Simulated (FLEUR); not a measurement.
# MgS (Niningerite) (Fm-3m) in FLEUR: a series of runs, part 2 of 2

FLEUR MaX-R8.1 (later development tree). Earlier steps stand in the parts before.

### Step 4. Equation of state, LDA, 16.91 Å³/atom (volume scaled by 0.96)

Changes to inp.xml since step 3:

```diff
@@ -24,3 +24,3 @@
       <xi:include xmlns:xi="http://www.w3.org/2001/XInclude" href="sym.xml"> </xi:include>
-      <bulkLattice scale="0.9795861087">
+      <bulkLattice scale="0.9864848297">
          <bravaisMatrix>
```

Run with:

```console
$ inpgen -f crystal.txt -profile fastHighL
$ # inp.xml edited to the form shown
$ fleur_MPI
```

Run time: 22 s. Hardware: 1 thread of Arm Neoverse V1, shared host; peak memory 0.08 GiB.

The run converged. Its results:

* Free energy: -16262.8172 eV
* Band gap on the k mesh: 2.78 eV, indirect (least direct gap 3.81 eV)
* Valence electrons inside the program's atomic spheres: S 4.67; Mg 8.51 (radii S 2.21, Mg 2.21 bohr)

Caveat: an odd mesh through Γ misses points on the zone boundary, where band edges often lie.

### Step 5. Equation of state, LDA, 17.61 Å³/atom

Changes to inp.xml since step 4:

```diff
@@ -24,3 +24,3 @@
       <xi:include xmlns:xi="http://www.w3.org/2001/XInclude" href="sym.xml"> </xi:include>
-      <bulkLattice scale="0.9864848297">
+      <bulkLattice scale="1.0000000000">
          <bravaisMatrix>
```

Run with:

```console
$ inpgen -f crystal.txt -profile fastHighL
$ # inp.xml edited to the form shown
$ fleur_MPI
```

It took 24 s on 1 thread of Arm Neoverse V1, shared host; peak memory 0.08 GiB.

It converged, with:

| Property | Result |
| --- | --- |
| Free energy | -16262.8012 eV |
| Band gap on the k mesh | 2.69 eV, indirect (least direct gap 3.48 eV) |
| Valence electrons inside the program's atomic spheres | S 4.65; Mg 8.48 (radii S 2.21, Mg 2.21 bohr) |

Caveat: an odd mesh through Γ misses points on the zone boundary, where band edges often lie.

### Step 6. Equation of state, LDA, 18.31 Å³/atom (volume scaled by 1.04)

Changes to inp.xml since step 5:

```diff
@@ -24,3 +24,3 @@
       <xi:include xmlns:xi="http://www.w3.org/2001/XInclude" href="sym.xml"> </xi:include>
-      <bulkLattice scale="1.0000000000">
+      <bulkLattice scale="1.0131594038">
          <bravaisMatrix>
```

Potentials or basis: all-electron, FLAPW.

Run with:

```console
$ inpgen -f crystal.txt -profile fastHighL
$ # inp.xml edited to the form shown
$ fleur_MPI
```

Run time: 25 s. Hardware: 1 thread of Arm Neoverse V1, shared host; peak memory 0.08 GiB.

Results (log left out):

- Free energy: -16262.7608 eV
- Band gap on the k mesh: 2.61 eV, indirect (least direct gap 3.19 eV)
- Valence electrons inside the program's atomic spheres: S 4.62; Mg 8.45 (radii S 2.21, Mg 2.21 bohr)

Caveat: an odd mesh through Γ misses points on the zone boundary, where band edges often lie.

### Step 7. Equation of state, LDA, 18.67 Å³/atom (volume scaled by 1.06)

Changes to inp.xml since step 6:

```diff
@@ -24,3 +24,3 @@
       <xi:include xmlns:xi="http://www.w3.org/2001/XInclude" href="sym.xml"> </xi:include>
-      <bulkLattice scale="1.0131594038">
+      <bulkLattice scale="1.0196128224">
          <bravaisMatrix>
```

Run with:

```console
$ inpgen -f crystal.txt -profile fastHighL
$ # inp.xml edited to the form shown
$ fleur_MPI
```

Wall time 26 s (1 thread of Arm Neoverse V1, shared host); peak memory 0.08 GiB.

The run converged. Its results:

* Free energy: -16262.7328 eV
* Band gap on the k mesh: 2.57 eV, indirect (least direct gap 3.05 eV)
* Valence electrons inside the program's atomic spheres: S 4.61; Mg 8.44 (radii S 2.21, Mg 2.21 bohr)

Caveat: an odd mesh through Γ misses points on the zone boundary, where band edges often lie.

### Step 8. Equation of state, LDA

Potentials or basis: all-electron, FLAPW.

This step only gathers the single runs of the series.

Results:

| Item | Value |
| --- | --- |
| Equilibrium volume | 16.86 Å³/atom |
| Bulk modulus | 83 GPa |
| Pressure derivative of the bulk modulus | 4.1 (rough: it moves with the points fitted) |

Energy against volume, from the lowest point:
| volume (Å³/atom) | energy (meV/atom) |
| --- | --- |
| 16.553 | 1.50 |
| 16.905 | 0.00 |
| 17.609 | 7.97 |
| 18.314 | 28.19 |
| 18.666 | 42.16 |
